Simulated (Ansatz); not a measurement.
## What a change of settings does to a run on PbS

The cell is built from the rocksalt type as a first guess.

First run: DFT, PBE, PAW with Ansatz's default frozen-core files, scalar-relativistic (Ansatz 0.2.0).

Command: `ansatz run input.yaml --threads 1 --pin off --max-ram 2048MiB --backend cpu --events-out ev --progress --plain --runs-dir out` The run took about 15 s on 1 thread of a shared machine.

```yaml
crystal:
  lattice:
    - [0.0, 2.6934405027, 2.6934405027]
    - [2.6934405027, 0.0, 2.6934405027]
    - [2.6934405027, 2.6934405027, 0.0]
  atoms:
    - { symbol: Pb, position: [0.0, 0.0, 0.0] }
    - { symbol: S, position: [0.5, 0.5, 0.5] }
kpoints:
  mp_grid: { grid: [12, 12, 12] }
scf:
  occupations: { method: fermi_dirac, width: 0.05 }
hamiltonian:
  xc: pbe
  pseudopotentials: { kind: paw }
output:
  forces: true
  stress: true
  write_density: true
  write_potential: true
  elf: true
  volumetric_format: npy
relax:
  f_tol: 0.005
  max_steps: 80
  cell: {}
```

Result: converged; relaxed volume 27.115 Å³/atom; 51 SCF iterations in all.

No spin–orbit coupling, which matters for the heavy atoms here.

A second input differs as follows:

```diff
@@ -10,5 +10,7 @@
   mp_grid: { grid: [12, 12, 12] }
 scf:
-  occupations: { method: fermi_dirac, width: 0.05 }
+  occupations: { method: fermi_dirac, width: 0.3 }
+  n_extra_bands: 0
+  max_iter: 80
 hamiltonian:
   xc: pbe
@@ -17,8 +19,4 @@
   forces: true
   stress: true
-  write_density: true
-  write_potential: true
-  elf: true
-  volumetric_format: npy
 relax:
   f_tol: 0.005
```

Task: What is wrong with it, and what does the program do?

Result: The fault is too few bands. The run refused before any iteration. The log ends:
```
Error: inconsistent input (scf.n_extra_bands, scf.occupations.method): n_bands = 10 leaves no empty band above the 10 bands per channel that the deck's 20 electrons occupy, and the occupations search for the Fermi level (a smearing at a finite width, or tetrahedra): a level found among occupied bands alone can fill a metal as an insulator; raise scf.n_extra_bands until at least 11 bands are solved (omitted, it auto-derives to 15) (see scf.n_extra_bands in the input reference)
```
